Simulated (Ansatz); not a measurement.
Crystal: Sb.

```xyz
1
Lattice="3.1600 0.0000 0.0000 0.0000 3.1600 0.0000 0.0000 0.0000 3.1600" Properties=species:S:1:pos:R:3 pbc="T T T"
Sb    0.0000    0.0000    0.0000
```

This isn't the form of Sb at room conditions, which is rhombohedral.

* Program: Ansatz 0.2.0
* Task: relaxation of cell and atoms
* Functional: B3LYP
* Potentials or basis: Ansatz PAW
* Cutoff: 420 eV (not typed: the program's choice for these potentials)
* k mesh: 4 × 4 × 4
* Occupations: fermi-dirac, width 0.05 eV
* Spin: no spin polarisation

At the start: volume 31.55 Å³/atom.

Question: How do energy, volume and symmetry change on relaxing?

Answer: It ends after 4 steps and the volume is 30.52 Å³/atom (-3.3 %); space group Pm-3m (No. 221, to 0.05 Å).

Step by step:
| step | energy change (eV) | largest force (eV/Å) | volume (Å³) |
| --- | --- | --- | --- |
| 1 | 0.0000 | 0.0000 | 31.55 |
| 2 | -0.0054 | 0.0000 | 30.22 |
| 3 | -0.0057 | 0.0000 | 30.52 |
| 4 | -0.0055 | 0.0000 | 30.52 |

Final structure:
```
CELL_PARAMETERS angstrom
3.12519 0.00000 0.00000
0.00000 3.12519 0.00000
0.00000 0.00000 3.12519
ATOMIC_POSITIONS crystal
Sb 0.00000 0.00000 0.00000
```

Caveat: the k mesh is coarse (spacing up to 0.50 Å⁻¹), so the values aren't converged, least of all with exact exchange; the plane-wave basis is chosen anew once the cell has moved, so the energies of steps on either side of that aren't comparable; the PAW data sets come from PBE, with cores solved anew for the run's functional, which leaves a small shift of forces and pressure.
